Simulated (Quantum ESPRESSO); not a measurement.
# GaAs (F-43m) in Quantum ESPRESSO: further runs, part 2 of 2

Quantum ESPRESSO 7.5. Earlier steps stand in the parts before.

## 6. Single point, PBE+D3(BJ), 22.59 Å³/atom

The input, pw.in:

```
&CONTROL
  calculation = 'scf'
  prefix = 'pwscf'
  outdir = './tmp'
  pseudo_dir = './pseudo'
  tprnfor = .true.
  tstress = .true.
  disk_io = 'nowf'
/
&SYSTEM
  ibrav = 0
  nat = 2
  ntyp = 2
  ecutwfc = 84
  nbnd = 21
  occupations = 'smearing'
  smearing = 'fd'
  degauss = 0.00367493
  vdw_corr = 'grimme-d3'
  dftd3_version = 4
/
&ELECTRONS
  conv_thr = 4d-10
  electron_maxstep = 120
  mixing_beta = 0.5
/
ATOMIC_SPECIES
As    74.9216 As.upf
Ga    69.7230 Ga.upf
CELL_PARAMETERS angstrom
   0.0000000000    2.8268500000    2.8268500000
   2.8268500000    0.0000000000    2.8268500000
   2.8268500000    2.8268500000    0.0000000000
ATOMIC_POSITIONS crystal
As     0.7500000000    0.7500000000    0.7500000000
Ga     0.0000000000    0.0000000000    0.0000000000
K_POINTS automatic
8 8 8 0 0 0
```

Potentials or basis: PseudoDojo 0.4.1 SR PBE standard.

Launch:

```
$ OMP_NUM_THREADS=1 pw.x -in pw.in > pw.out
```

Wall time 32 s (1 thread of Arm Neoverse V2, shared host); peak memory 0.1 GiB.

Results (log left out):

```
Free energy            : -4968.4490 eV
Pressure               : 1.1 GPa
Band gap on the k mesh : 0.52 eV, direct
```

## 7. Single point, PBE+D3(BJ), 23.04 Å³/atom

Edit pw.in of step 6 so:

```diff
@@ -30,5 +30,5 @@
 CELL_PARAMETERS angstrom
-   0.0000000000    2.8268500000    2.8268500000
-   2.8268500000    0.0000000000    2.8268500000
-   2.8268500000    2.8268500000    0.0000000000
+   0.0000000000    2.8455714065    2.8455714065
+   2.8455714065    0.0000000000    2.8455714065
+   2.8455714065    2.8455714065    0.0000000000
 ATOMIC_POSITIONS crystal
```

Launch:

```
$ OMP_NUM_THREADS=1 pw.x -in pw.in > pw.out
```

It took 32 s on 1 thread of Arm Neoverse V2, shared host; peak memory 0.1 GiB.

Results (log left out):

```yaml
Free_energy: -4968.4515 eV
Pressure: -0.2 GPa
Band_gap_on_the_k_mesh: 0.37 eV, direct
```

## 8. Single point, PBE+D3(BJ), 23.49 Å³/atom

Edit pw.in of step 7 so:

```diff
@@ -30,5 +30,5 @@
 CELL_PARAMETERS angstrom
-   0.0000000000    2.8455714065    2.8455714065
-   2.8455714065    0.0000000000    2.8455714065
-   2.8455714065    2.8455714065    0.0000000000
+   0.0000000000    2.8640496607    2.8640496607
+   2.8640496607    0.0000000000    2.8640496607
+   2.8640496607    2.8640496607    0.0000000000
 ATOMIC_POSITIONS crystal
```

Launch:

```
$ OMP_NUM_THREADS=1 pw.x -in pw.in > pw.out
```

It took 33 s on 1 thread of Arm Neoverse V2, shared host; peak memory 0.1 GiB.

The run converged. Its results:

```
Free energy            : -4968.4467 eV
Pressure               : -1.5 GPa
Band gap on the k mesh : 0.23 eV, direct
```

## 9. Single point, PBE+D3(BJ), 23.94 Å³/atom

Edit pw.in of step 8 so:

```diff
@@ -30,5 +30,5 @@
 CELL_PARAMETERS angstrom
-   0.0000000000    2.8640496607    2.8640496607
-   2.8640496607    0.0000000000    2.8640496607
-   2.8640496607    2.8640496607    0.0000000000
+   0.0000000000    2.8822925071    2.8822925071
+   2.8822925071    0.0000000000    2.8822925071
+   2.8822925071    2.8822925071    0.0000000000
 ATOMIC_POSITIONS crystal
```

Potentials or basis: PseudoDojo 0.4.1 SR PBE standard.

Launch:

```
$ OMP_NUM_THREADS=1 pw.x -in pw.in > pw.out
```

Wall time 33 s (1 thread of Arm Neoverse V2, shared host); peak memory 0.1 GiB.

Results (log left out):

* Free energy: -4968.4354 eV
* Pressure: -2.5 GPa
* Band gap on the k mesh: 0.09 eV, direct

## 10. Equation of state, PBE+D3(BJ)

This step only gathers the single runs of the series.

What came out:

```yaml
Equilibrium_volume: 22.96 Å³/atom
Bulk_modulus: 67 GPa
Pressure_derivative_of_the_bulk_modulus: 4.8
```

Energy against volume, from the lowest point:
```csv
volume (Å³/atom),energy (meV/atom)
21.234,31.69
21.686,16.59
22.138,6.63
22.590,1.25
23.041,0.00
23.493,2.40
23.945,8.03
```

Zero-point motion and thermal expansion aren't in these numbers.

## 11. Band structure, LDA

The input, pw.in:

```
&CONTROL
  calculation = 'scf'
  prefix = 'pwscf'
  outdir = './tmp'
  pseudo_dir = './pseudo'
  tprnfor = .true.
  tstress = .true.
  disk_io = 'low'
/
&SYSTEM
  ibrav = 0
  A = 3.99776961
  nat = 2
  ntyp = 2
  ecutwfc = 80
  nbnd = 21
  occupations = 'smearing'
  smearing = 'fd'
  degauss = 0.00367493
/
&ELECTRONS
  conv_thr = 4d-10
  electron_maxstep = 120
  mixing_beta = 0.5
/
ATOMIC_SPECIES
As    74.9216 As.upf
Ga    69.7230 Ga.upf
CELL_PARAMETERS alat
   0.0000000000    0.7071067810    0.7071067810
   0.7071067810    0.0000000000    0.7071067810
   0.7071067810    0.7071067810    0.0000000000
ATOMIC_POSITIONS alat
As     1.0606601715    1.0606601715    1.0606601715
Ga     0.0000000000    0.0000000000    0.0000000000
K_POINTS automatic
8 8 8 0 0 0
```

The input, bands.in:

```
&CONTROL
  calculation = 'bands'
  prefix = 'pwscf'
  outdir = './tmp'
  pseudo_dir = './pseudo'
  disk_io = 'low'
  verbosity = 'high'
/
&SYSTEM
  ibrav = 0
  A = 3.99776961
  nat = 2
  ntyp = 2
  ecutwfc = 80
  nbnd = 21
  occupations = 'smearing'
  smearing = 'fd'
  degauss = 0.00367493
/
&ELECTRONS
  conv_thr = 1d-08
  electron_maxstep = 120
  mixing_beta = 0.5
  diago_full_acc = .true.
/
ATOMIC_SPECIES
As    74.9216 As.upf
Ga    69.7230 Ga.upf
CELL_PARAMETERS alat
   0.0000000000    0.7071067810    0.7071067810
   0.7071067810    0.0000000000    0.7071067810
   0.7071067810    0.7071067810    0.0000000000
ATOMIC_POSITIONS alat
As     1.0606601715    1.0606601715    1.0606601715
Ga     0.0000000000    0.0000000000    0.0000000000
K_POINTS crystal
60
 0.0000000000  0.0000000000  0.0000000000 1
 0.0625000000  0.0000000000  0.0625000000 1
 0.1250000000  0.0000000000  0.1250000000 1
 0.1875000000  0.0000000000  0.1875000000 1
 0.2500000000  0.0000000000  0.2500000000 1
 0.3125000000  0.0000000000  0.3125000000 1
 0.3750000000  0.0000000000  0.3750000000 1
 0.4375000000  0.0000000000  0.4375000000 1
 0.5000000000  0.0000000000  0.5000000000 1
 0.5000000000  0.0625000000  0.5625000000 1
 0.5000000000  0.1250000000  0.6250000000 1
 0.5000000000  0.1875000000  0.6875000000 1
 0.5000000000  0.2500000000  0.7500000000 1
 0.4375000000  0.3125000000  0.7500000000 1
 0.3750000000  0.3750000000  0.7500000000 1
 0.3375000000  0.3375000000  0.6750000000 1
 0.3000000000  0.3000000000  0.6000000000 1
 0.2625000000  0.2625000000  0.5250000000 1
 0.2250000000  0.2250000000  0.4500000000 1
 0.1875000000  0.1875000000  0.3750000000 1
 0.1500000000  0.1500000000  0.3000000000 1
 0.1125000000  0.1125000000  0.2250000000 1
 0.0750000000  0.0750000000  0.1500000000 1
 0.0375000000  0.0375000000  0.0750000000 1
 0.0000000000  0.0000000000  0.0000000000 1
 0.0625000000  0.0625000000  0.0625000000 1
 0.1250000000  0.1250000000  0.1250000000 1
 0.1875000000  0.1875000000  0.1875000000 1
 0.2500000000  0.2500000000  0.2500000000 1
 0.3125000000  0.3125000000  0.3125000000 1
 0.3750000000  0.3750000000  0.3750000000 1
 0.4375000000  0.4375000000  0.4375000000 1
 0.5000000000  0.5000000000  0.5000000000 1
 0.5250000000  0.4500000000  0.5250000000 1
 0.5500000000  0.4000000000  0.5500000000 1
 0.5750000000  0.3500000000  0.5750000000 1
 0.6000000000  0.3000000000  0.6000000000 1
 0.6250000000  0.2500000000  0.6250000000 1
 0.5833333333  0.2500000000  0.6666666667 1
 0.5416666667  0.2500000000  0.7083333333 1
 0.5000000000  0.2500000000  0.7500000000 1
 0.5000000000  0.2857142857  0.7142857143 1
 0.5000000000  0.3214285714  0.6785714286 1
 0.5000000000  0.3571428571  0.6428571429 1
 0.5000000000  0.3928571429  0.6071428571 1
 0.5000000000  0.4285714286  0.5714285714 1
 0.5000000000  0.4642857143  0.5357142857 1
 0.5000000000  0.5000000000  0.5000000000 1
 0.4821428571  0.4821428571  0.5357142857 1
 0.4642857143  0.4642857143  0.5714285714 1
 0.4464285714  0.4464285714  0.6071428571 1
 0.4285714286  0.4285714286  0.6428571429 1
 0.4107142857  0.4107142857  0.6785714286 1
 0.3928571429  0.3928571429  0.7142857143 1
 0.3750000000  0.3750000000  0.7500000000 1
 0.6250000000  0.2500000000  0.6250000000 1
 0.5937500000  0.1875000000  0.5937500000 1
 0.5625000000  0.1250000000  0.5625000000 1
 0.5312500000  0.0625000000  0.5312500000 1
 0.5000000000  0.0000000000  0.5000000000 1
```

Potentials or basis: PseudoDojo 0.4.1 SR LDA standard.

Launch:

```
$ OMP_NUM_THREADS=1 pw.x -in pw.in > pw.out
$ OMP_NUM_THREADS=1 pw.x -in bands.in > bands.out
```

It took 68 s on 1 thread of Arm Neoverse V2, shared host; peak memory 0.11 GiB.

The run converged. Its results:

```
Free energy             : -4962.3221 eV
Pressure                : -2.1 GPa
Band gap on the k mesh  : 0.28 eV, direct
Band gap along the path : 0.28 eV, direct
```

Levels at the corners of the path, in eV from the valence-band top:
| point | band 10 | band 11 | band 12 | band 13 | band 14 | band 15 | band 16 | band 17 | band 18 | band 19 |
| --- | --- | --- | --- | --- | --- | --- | --- | --- | --- | --- |
| Γ | -14.83 | -12.79 | 0.00 | 0.00 | 0.00 | 0.28 | 3.69 | 3.69 | 3.69 | 7.35 |
| X | -14.82 | -10.30 | -6.88 | -2.68 | -2.68 | 1.36 | 1.56 | 10.04 | 10.04 | 10.78 |
| W | -14.82 | -10.24 | -6.69 | -3.55 | -3.36 | 4.54 | 4.64 | 5.30 | 5.96 | 10.92 |
| K | -14.82 | -10.33 | -6.69 | -3.88 | -2.26 | 1.86 | 4.55 | 7.83 | 8.00 | 8.54 |
| Γ | -14.83 | -12.79 | 0.00 | 0.00 | 0.00 | 0.28 | 3.69 | 3.69 | 3.69 | 7.35 |
| L | -14.82 | -11.03 | -6.69 | -1.14 | -1.14 | 0.85 | 4.60 | 4.60 | 7.59 | 10.20 |
| U | -14.82 | -10.33 | -6.69 | -3.88 | -2.26 | 1.86 | 4.55 | 7.83 | 8.00 | 8.54 |
| W | -14.82 | -10.24 | -6.69 | -3.55 | -3.36 | 4.54 | 4.64 | 5.30 | 5.96 | 10.92 |
| L | -14.82 | -11.03 | -6.69 | -1.14 | -1.14 | 0.85 | 4.60 | 4.60 | 7.59 | 10.20 |
| K | -14.82 | -10.33 | -6.69 | -3.88 | -2.26 | 1.86 | 4.55 | 7.83 | 8.00 | 8.54 |
| U | -14.82 | -10.33 | -6.69 | -3.88 | -2.26 | 1.86 | 4.55 | 7.83 | 8.00 | 8.54 |
| X | -14.82 | -10.30 | -6.88 | -2.68 | -2.68 | 1.36 | 1.56 | 10.04 | 10.04 | 10.78 |

## 12. Summary

```tsv
task	level	potentials or basis	cutoff (eV)	form of the LDA correlation	gap on the mesh (eV)	pressure (GPa)
band structure	PBE	PseudoDojo 0.4.1 SR PBE standard	1143	-	0.52	3.4
equation of state	PBE+D3(BJ)	PseudoDojo 0.4.1 SR PBE standard	1143	-	-	-
band structure	LDA	PseudoDojo 0.4.1 SR LDA standard	1088	PW92	0.28	-2.1
```

Alike in all rows: no spin polarisation; cell as given; k mesh 8 × 8 × 8; smearing fermi-dirac 0.05 eV.

Absolute energies hang on the potentials; compare differences alone.

## 13. Comparison with measurements

Step 2. A measured gap of GaAs is 1.418 eV (direct; 300 K; “Evidence of valence band perturbations in GaAsN/GaAs(001): A combined variable-angle spectroscopic ellipsometry and modulated photoreflectance investigation”, 2008, arxiv:0805.2212); the calculated 0.52 eV misses it by -0.90 eV. 3 values of this kind are on record (1.412 to 1.51 eV); this one was drawn at random among those near their median, those with a stated uncertainty first. Spin-orbit coupling on As, Ga is left out. The value is that of PBE, without temperature or zero-point motion. Semilocal functionals fall short of measured gaps as a rule.

Step 11. A measured gap of GaAs is 1.418 eV (direct; 300 K; “Evidence of valence band perturbations in GaAsN/GaAs(001): A combined variable-angle spectroscopic ellipsometry and modulated photoreflectance investigation”, 2008, arxiv:0805.2212); the calculated 0.28 eV misses it by -1.14 eV. So large a miss can be the level of theory's own, or it may mean another phase, state or a wrong row. 3 values of this kind are on record (1.412 to 1.51 eV); this one was drawn at random among those near their median, those with a stated uncertainty first. Spin-orbit coupling on As, Ga is left out. The value is that of LDA, without temperature or zero-point motion. Semilocal functionals fall short of measured gaps as a rule.
